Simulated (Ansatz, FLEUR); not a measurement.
BaTiO3: programs and potentials compared

```
Ba Ti O
1.0
     3.99980    0.00000    0.00000
     0.00000    3.99980    0.00000
     0.00000    0.00000    4.01800
Ba Ti O
1 1 3
Direct
  0.00000 0.00000 0.00000
  0.50000 0.50000 0.49000
  0.00000 0.50000 0.51700
  0.50000 0.00000 0.51700
  0.50000 0.50000 0.01900
```

Alike in all runs: task band structure; functional PBEsol; k mesh 7 × 7 × 7; occupations fermi-dirac, width 0.05 eV; no spin polarisation; no spin-orbit coupling. Pressure is positive in compression and, in plane waves, holds the error of the finite cutoff, which Ansatz's Pulay term estimates and takes out. Gaps are the smaller of the mesh's and the band path's.

| program and potentials | plane-wave cutoff (eV) | notes | band gap (eV) | pressure (GPa) | largest force (eV/Å) |
| --- | --- | --- | --- | --- | --- |
| Ansatz, Ansatz PAW | 420 | potentials made for PBE, which Ansatz adapts in part; Pulay term of +0.59 GPa included | 1.79 | -3.84 | 0.354 |
| Ansatz, all-electron LAPW, scalar-relativistic | - | - | ? | ? | ? |
| FLEUR, all-electron, FLAPW | - | - | 1.78 | - | - |

Problem. Estimate from the other rows what the run with Ansatz, all-electron LAPW, scalar-relativistic gave.

Solution. Band gap 1.79 eV; pressure -3.83 GPa; largest force 0.359 eV/Å. The other rows, which needn't bracket it: band gap 1.78 to 1.79; pressure -3.84; largest force 0.354.
